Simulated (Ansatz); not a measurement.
Write the native input for Ansatz 0.2.0 that does the following.

```
Task                  : relaxation of cell and atoms
Functional            : PBEsol
Potentials or basis   : Ansatz PAW
Cutoff                : 420 eV (not typed: the program's choice for these potentials)
k mesh                : 11 × 11 × 11
Occupations           : fermi-dirac, width 0.05 eV
Spin                  : no spin polarisation
Target pressure       : 2 GPa
Target pressure (GPa) : 2
```

W:

```
W
1.0
     0.00000    2.03000    2.03000
     2.03000    0.00000    2.03000
     2.03000    2.03000    0.00000
W
1
Cartesian
  0.0000 0.0000 0.0000
```

This isn't the form of W at room conditions, which is bcc.

These files were run (other wordings do the same):

input.yaml

```yaml
crystal:
  lattice:
    - [0.0, 2.03, 2.03]
    - [2.03, 0.0, 2.03]
    - [2.03, 2.03, 0.0]
  atoms:
    - { symbol: W, position: [0.0, 0.0, 0.0] }
hamiltonian:
  xc: pbesol
  pseudopotentials: { kind: paw }
kpoints:
  mp_grid: { grid: [11, 11, 11] }
scf:
  occupations: { method: fermi_dirac, width: 0.05 }
output:
  forces: true
  stress: true
  eigenvalues: true
relax:
  f_tol: 0.01
  max_steps: 40
  cell: { stress_tol: 0.05, p_target: 2.0 }
```

Potentials or basis: Ansatz PAW.

Launch:

```sh
$ ansatz run input.yaml --threads 2 --pin off --max-ram 5632MiB --backend cpu --events-out ev --progress --plain --runs-dir out
```

Results of the run:

```
Relaxed volume                                         : 15.90 Å³/atom
Relaxed cell                                           : a = 2.822 Å, b = 2.822 Å, c = 2.822 Å, α = 60.00°, β = 60.00°, γ = 60.00°
Space group after relaxing (to 0.05 Å)                 : Fm-3m (No. 225)
Energy change on relaxing (the enthalpy is what falls) : -29.7 meV/atom
Ionic steps                                            : 4
Pressure after relaxing                                : 2.0 GPa
Band gap on the k mesh                                 : none (metal or under the smearing width)
```

Caveat: the plane-wave basis is chosen anew once the cell has moved, so the energies of steps on either side of that aren't comparable; the PAW data sets come from PBE, with cores solved anew for the run's functional, which leaves a small shift of forces and pressure.

Wall time 2 s on 2 threads of Arm Neoverse V2 (shared host), peak memory 0.27 GiB.
